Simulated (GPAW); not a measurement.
# NiO (Fm-3m) in GPAW: notebook, part 3 of 3

GPAW 26.7.0. The steps go on from the part before.

## 4. Band structure, revPBE, collinear spin, ferromagnetic start

run.py

```python
from ase.dft.bandgap import bandgap
from ase.io import read, write
from ase.units import GPa
from gpaw import GPAW, PW

atoms = read('POSCAR')
atoms.set_initial_magnetic_moments([1.0, 0.0])

calc = GPAW(mode=PW(800),
            xc='revPBE',
            kpts={'size': (11, 11, 11), 'gamma': True},
            occupations={'name': 'fermi-dirac', 'width': 0.05},
            nbands=22,
            convergence={'density': 1e-05, 'energy': 1e-05},
            maxiter=150,
            txt='gpaw.txt')
atoms.calc = calc
energy = atoms.get_potential_energy()
forces = atoms.get_forces()
stress = atoms.get_stress()
calc.write('gs.gpw')
write('result.traj', atoms)
print(f'Energy: {energy:.6f} eV')
print('Forces (eV/A):')
print(forces.round(4))
print('Stress (GPa):', (stress / GPa).round(3))
print('Moments:', calc.get_magnetic_moments().round(3))
print('Fermi level:', round(calc.get_fermi_level(), 4), 'eV')
print(f'Gap: {bandgap(calc)[0]:.4f} eV, direct: {bandgap(calc, direct=True)[0]:.4f} eV')

path = atoms.cell.bandpath('GXWKGLUWLK,UX', npoints=60, eps=1e-4)
bs_calc = calc.fixed_density(kpts=path, symmetry='off', nbands=31,
                             convergence={'bands': 'CBM+6.0', 'eigenstates': 1e-6}, txt='bands.txt')
bs = bs_calc.band_structure()
bs.write('bs.json')
print(f'Gap on the path: {bandgap(bs_calc)[0]:.4f} eV')
```

POSCAR

```
NiO
1.0
    0.0000000000      2.0859016414      2.0859016414
    2.0859016414      0.0000000000      2.0859016414
    2.0859016414      2.0859016414      0.0000000000
Ni O
1 1
Direct
    0.0000000000      0.0000000000      0.0000000000
    0.5000000000      0.5000000000      0.5000000000
```

Potentials or basis: the program's PAW data sets (release 1.2.1) made for this functional, pw.

Run with:

```bash
$ OMP_NUM_THREADS=1 python run.py
```

gpaw.txt:

```text
__  _  _
 | _ |_)|_||  |
 |__||  | ||/\| - 26.7.0

Input parameters:
  mode=PW(ecut=800.0),
  convergence={'density': 1e-05, 'energy': 1e-05},
  kpts=MonkhorstPack(size=(11, 11, 11), gamma=True),
  maxiter=150,
  nbands=22,
  occupations=Occupations(name='fermi-dirac', width=0.05),
  xc=XC(name='revPBE')

Diagonalizing LCAO Hamiltonian
Converting LCAO to pw mode

              O

       Ni

Atoms  # Å, Bohr magnetons
|   | symbol |        x |        y |        z |    initial magnetic moments |
|---|--------|----------|----------|----------|-----------------------------|
| 0 |     Ni | 0.000000 | 0.000000 | 0.000000 | ( 0.0000,  0.0000,  1.0000) |
| 1 |      O | 2.085902 | 2.085902 | 2.085902 | ( 0.0000,  0.0000,  0.0000) |

Unit cell  # Å
| periodic |        x |        y |        z |  lengths |    angles |
|----------|----------|----------|----------|----------|-----------|
|      yes | 0.000000 | 2.085902 | 2.085902 | 2.949910 | 60.000000 |
|      yes | 2.085902 | 0.000000 | 2.085902 | 2.949910 | 60.000000 |
|      yes | 2.085902 | 2.085902 | 0.000000 | 2.949910 | 60.000000 |

Number of symmetries: 48
Symmetry operations  # r_c * U_cc + t_c -> r_c
|    | kind |            matrix            |
|----|------|------------------------------|
|  0 |  σ   |  1, 0, 0,  1, 0,-1,  1,-1, 0 |
|  1 |  C2  |  1, 0, 0,  1,-1, 0,  1, 0,-1 |
|  2 |  E   |  1, 0, 0,  0, 1, 0,  0, 0, 1 |
[... 192 lines left out ...]
|iter:  13| |  -12.580491 | -5.66 | -3.24 |  +1.7804|
|iter:  14| |  -12.580574c| -6.62 | -3.79 |  +1.7891|
|iter:  15| |  -12.580551c| -7.43c| -4.23 |  +1.7862|
|iter:  16| |  -12.580561c| -8.40c| -4.65 |  +1.7873|
|iter:  17| |  -12.580558c| -8.14c| -5.19c|  +1.7871|

Converged in 17 steps
Energy contributions relative to reference atoms: (reference = -43414.432453)

Energy contributions:
  Kinetic:          28.147716
  Coulomb:         -23.876015
  Zero:              0.287756
  External:          0.000000
  Xc:              -17.135787
  Entropy:          -0.008455
  Spinorbit:         0.000000
  ----------------------------
  Free energy:     -12.584786
  Extrapolated:    -12.580558

dipole moment: (-8.369163, -8.369163, -8.369163)  # |e|*Ang

Total magnetic moment: (0.000000, 0.000000, 1.787053)

Local magnetic moments
|        x |        y |        z |
|----------|----------|----------|
| 0.000000 | 0.000000 | 1.490011 |  # Ni   0
| 0.000000 | 0.000000 | 0.212183 |  # O    1

Fermi level: 8.304
Eigenvalues  # (at kpt = [0.000, 0.000, 0.000])
| band index |      eig [eV] | occ [0-1] |      eig [eV] | occ [0-1] |
|------------|---------------|-----------|---------------|-----------|
|          0 |       -56.611 |     1.000 |       -54.773 |     1.000 |
|        ... |               |           |               |           |
|          4 |         5.063 |     1.000 |         5.656 |     1.000 |
|          5 |         5.063 |     1.000 |         5.656 |     1.000 |
|          6 |         5.142 |     1.000 |         5.656 |     1.000 |
|          7 |         5.142 |     1.000 |         6.395 |     1.000 |
|          8 |         5.142 |     1.000 |         6.395 |     1.000 |
|          9 |         5.560 |     1.000 |         6.395 |     1.000 |
[... 8 lines left out ...]
|         18 |        30.292 |     0.000 |        30.793 |     0.000 |
|         19 |        30.292 |     0.000 |        30.793 |     0.000 |
|        ... |               |           |               |           |
|         21 |        33.851 |     0.000 |        34.546 |     0.000 |

No gap
No difference between direct/indirect transitions

Forces  # eV/Ang
|       x |        y |        z |
|---------|----------|----------|
| 0.00000 | -0.00000 |  0.00000 |  # Ni   0
| 0.00000 |  0.00000 | -0.00000 |  # O    1

Stress tensor  # eV/Ang^3
|         x |         y |         z |
|-----------|-----------|-----------|
| -0.096222 | -0.000000 |  0.000000 |
| -0.000000 | -0.096222 |  0.000000 |
|  0.000000 |  0.000000 | -0.096222 |

# Writing to gs.gpw (mode='')
```

stdout:

```text
Energy: -12.580558 eV
Forces (eV/A):
[[ 0. -0.  0.]
 [ 0.  0. -0.]]
Stress (GPa): [-15.416 -15.416 -15.416   0.      0.     -0.   ]
Moments: [1.49  0.212]
Fermi level: 8.304 eV
Gap: 0.0000 eV, direct: 0.0000 eV
Gap on the path: 0.0000 eV
```

Wall time 92 s (1 thread of Arm Neoverse V1, shared host); peak memory 0.28 GiB.

Results:

```yaml
Free_energy: -12.5848 eV
Pressure: 15.4 GPa
Band_gap_along_the_path: none (metal or under the smearing width)
Net_moment: 1.79 μB per cell
Site_moments: Ni +1.49; O +0.21 μB
```

Levels at the corners of the path, in eV from the Fermi level:
Spin up:
| point | band 8 | band 9 | band 10 | band 11 | band 12 | band 13 |
| --- | --- | --- | --- | --- | --- | --- |
| Γ | -3.16 | -3.16 | -2.74 | -2.74 | -2.74 | 1.36 |
| X | -3.65 | -2.89 | -2.32 | -1.69 | -1.69 | 5.99 |
| W | -2.46 | -1.97 | -1.97 | -1.69 | -1.31 | 8.36 |
| K | -2.70 | -1.93 | -1.82 | -1.58 | -1.24 | 7.64 |
| Γ | -3.16 | -3.16 | -2.74 | -2.74 | -2.74 | 1.36 |
| L | -2.02 | -2.02 | -1.47 | 0.26 | 0.26 | 5.39 |
| U | -2.70 | -1.93 | -1.82 | -1.58 | -1.24 | 7.64 |
| W | -2.46 | -1.97 | -1.97 | -1.69 | -1.31 | 8.36 |
| L | -2.02 | -2.02 | -1.47 | 0.26 | 0.26 | 5.39 |
| K | -2.70 | -1.93 | -1.82 | -1.58 | -1.24 | 7.64 |
| U | -2.70 | -1.93 | -1.82 | -1.58 | -1.24 | 7.64 |
| X | -3.65 | -2.89 | -2.32 | -1.69 | -1.69 | 5.99 |
Spin down:
```tsv
point	band 8	band 9	band 10	band 11	band 12	band 13
Γ	-1.91	-1.91	-1.91	-0.54	-0.54	1.71
X	-2.93	-0.76	-0.76	-0.09	0.47	6.46
W	-1.13	-1.13	-0.76	0.33	1.08	8.93
K	-1.71	-0.90	-0.67	0.59	1.10	8.11
Γ	-1.91	-1.91	-1.91	-0.54	-0.54	1.71
L	-0.97	-0.97	-0.59	2.34	2.34	5.55
U	-1.71	-0.90	-0.67	0.59	1.10	8.11
W	-1.13	-1.13	-0.76	0.33	1.08	8.93
L	-0.97	-0.97	-0.59	2.34	2.34	5.55
K	-1.71	-0.90	-0.67	0.59	1.10	8.11
U	-1.71	-0.90	-0.67	0.59	1.10	8.11
X	-2.93	-0.76	-0.76	-0.09	0.47	6.46
```

Caveat: the stock nickel data set gives pressures a few GPa off other programs; so large a pressure means that the cell lies far from this level's equilibrium, or that cutoff or potentials fall short; a cell with one magnetic atom can't hold antiferromagnetic order, which such compounds often take; semilocal functionals often make such compounds metallic where correlation or magnetic order opens a gap, which also shifts bond lengths.

## 5. The runs side by side

```tsv
task	level	k mesh	band path	band points	pressure (GPa)	moment (μB)
equation of state	RPBE+D3(BJ)	8 × 8 × 8	-	-	-	-
band structure	RPBE	11 × 11 × 11	GXWKGLUWLK,UX	60	17.5	1.81
band structure	revPBE	11 × 11 × 11	GXWKGLUWLK,UX	60	15.4	1.79
```

Alike in all rows: potentials or basis the program's PAW data sets (release 1.2.1) made for this functional, pw; spin collinear, ferromagnetic start; cell as given; cutoff (eV) 800; smearing fermi-dirac 0.05 eV.

Caveats: the stock nickel data set gives pressures a few GPa off other programs (some runs); so large a pressure means that the cell lies far from this level's equilibrium, or that cutoff or potentials fall short (some runs); a cell with one magnetic atom can't hold antiferromagnetic order, which such compounds often take (some runs); semilocal functionals often make such compounds metallic where correlation or magnetic order opens a gap, which also shifts bond lengths (some runs); the energies scatter about the fit (some runs).

Total energies depend on the potentials used, so only differences within one code and one set of settings carry meaning.

## 6. How close it comes

Step 3. A measured gap of NiO is 4.3 eV (quoted in “Local correlations, non-local screening, multiplets, and band formation in NiO”, 2012, arxiv:1210.6675); the calculated 0.00 eV misses it by -4.30 eV. So large a miss can be the level of theory's own, or it may mean another phase, state or a wrong row. The value is that of RPBE, without temperature or zero-point motion. Semilocal functionals fall short of measured gaps as a rule. The run's magnetic order (collinear spin, ferromagnetic start) needn't be the measured crystal's.

Step 4. Against the measured gap of NiO, 4.3 eV (quoted in “Local correlations, non-local screening, multiplets, and band formation in NiO”, 2012, arxiv:1210.6675), the calculated 0.00 eV is off by -4.30 eV. So large a miss can be the level of theory's own, or it may mean another phase, state or a wrong row. The value is that of revPBE, without temperature or zero-point motion. Semilocal functionals fall short of measured gaps as a rule. The run's magnetic order (collinear spin, ferromagnetic start) needn't be the measured crystal's.
